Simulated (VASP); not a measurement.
Here is a VASP 6.6.1 calculation.

INCAR

```
SYSTEM = Ag
  PREC = Accurate
  ENCUT = 520
  EDIFF = 1E-7
  ISMEAR = 1
  SIGMA = 0.1
  LREAL = .False.
  LASPH = .True.
  NELM = 120
  ALGO = Fast
  ISIF = 2
  LWAVE = .False.
  LCHARG = .False.
  LDIPOL = .True.
  IDIPOL = 3
  DIPOL = 0.5 0.5 0.500
  GGA = PE
  IBRION = 2
  NSW = 90
  EDIFFG = -0.02
  KPAR = 2
```

Contents of KPOINTS:

```
regular mesh
0
Gamma
  13 13 1
  0 0 0
```

Contents of POSCAR:

```
Ag
1.0
    1.4613884900      2.5311991400      0.0000000000
   -2.9227769700      0.0000000000      0.0000000000
    0.0000000000      0.0000000000     36.3535415100
Ag
4
Direct
    0.0000000000      0.0000000000      0.4024523400
    0.6666670000      0.3333330000      0.4674841100
    0.3333330000      0.6666670000      0.5325158900
    1.0000000000      0.0000000000      0.5975476600
```

Potentials or basis: VASP PAW PBE potentials, release 64 (Ag).

Launch:

```console
$ cat potpaw_PBE.64/Ag/POTCAR > POTCAR
$ mpirun -np 2 vasp_std > vasp.out
```

(1) What does it give for the energy gained by relaxing?

(2) Estimate the band gap on the k mesh.

Results:

(1) 0.6 meV/atom.

(2) none (metal or under the smearing width).
